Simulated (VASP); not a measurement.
Write the native input for VASP 6.6.1 that does the following.

| Quantity | Value |
| --- | --- |
| Task | single point |
| Functional | LDA |
| Potentials or basis | VASP PAW LDA potentials, release 64 (Mg, I) |
| Cutoff | 520 eV |
| k mesh | 6 × 6 × 4 |
| Occupations | gaussian, width 0.05 eV |
| Spin | no spin polarisation |
| Dipole correction | no |
| Further INCAR settings | ALGO = Fast; EDIFF = 1e-07; NBANDS = 15 |

The structure of MgI2 lies in POSCAR:

```
MgI2
1.0
    4.1537001214      0.0000000000      0.0000000000
   -2.0768500607      3.5972098248      0.0000000000
    0.0000000000      0.0000000000      6.8620000000
Mg I
1 2
Direct
    0.0000000000      0.0000000000      0.0000000000
    0.2723672479      0.6361836240      0.8019590504
    0.6057005813      0.3028502906      0.2866990504
```

The cell isn't the ideal one: all I atoms moved +0.375 Å, as atom 2 towards its neighbour atom 3 (I) at 4.101 Å.

The input as run:

INCAR

```
SYSTEM = MgI2
PREC = Accurate
ENCUT = 520
EDIFF = 1E-7
ISMEAR = 0
SIGMA = 0.05
LREAL = .False.
LASPH = .True.
NELM = 100
ALGO = Fast
ISIF = 2
LWAVE = .False.
LCHARG = .False.
NBANDS = 15
```

KPOINTS

```
regular mesh
0
Gamma
  6 6 4
  0 0 0
```

Potentials or basis: VASP PAW LDA potentials, release 64 (Mg, I).

Run with:

```sh
$ cat potpaw_LDA.64/Mg/POTCAR potpaw_LDA.64/I/POTCAR > POTCAR
$ mpirun -np 1 vasp_std > vasp.out
```

Results of the run:

| Property | Result |
| --- | --- |
| Pressure | -0.4 GPa |
| Largest force | 1.761 eV/Å |
| Band gap on the k mesh | 2.63 eV, direct |

Caveat: spin-orbit coupling is left out, which moves the levels of the heavy elements; forces of over 1 eV/Å show positions far from the minimum, so gaps and moduli don't describe the material at rest.

Run time: 93 s on 1 thread of Intel(R) Xeon(R) Platinum 8259CL CPU @ 2.50GHz (Skylake/Cascade Lake), on a shared host, peak memory 0.23 GiB.
